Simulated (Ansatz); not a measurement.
Rock-salt LiI, treated with r²SCAN in Ansatz (PAW).

Numerical settings: plane-wave cutoff 560 eV, 10×10×10 k mesh, Fermi–Dirac smearing 0.01 eV, scalar-relativistic PAW data made under PBE.

The volume scan:

| V (Å³/atom) | E − E_lowest (meV/atom) | P (GPa) |
|---|---|---|
| 25.619 | 7.14 | 1.481 |
| 26.164 | 3.05 | 0.932 |
| 26.710 | 0.73 | 0.441 |
| 27.255 | 0.00 | 0.000 |
| 27.800 | 0.68 | -0.395 |
| 28.345 | 2.64 | -0.749 |
| 28.890 | 5.74 | -1.066 |

Q: Estimate the bulk modulus and its pressure derivative from these points.

A: V0 = 27.255 Å³/atom, B0 = 20.8 GPa, B′ = 4.5 (fit to the energies at full precision).

Measured, for comparison: bulk modulus 24 GPa (0 K, extrapolated to 0 K; as tabulated in Doll and Stoll (1998), arXiv:cond-mat/9801031). Computed less measured: bulk modulus -13 %.

Spin–orbit coupling is not included.

Computed values are for the static lattice.

Computing time: roughly 50 core-seconds.

Ansatz is a program for electronic structure.
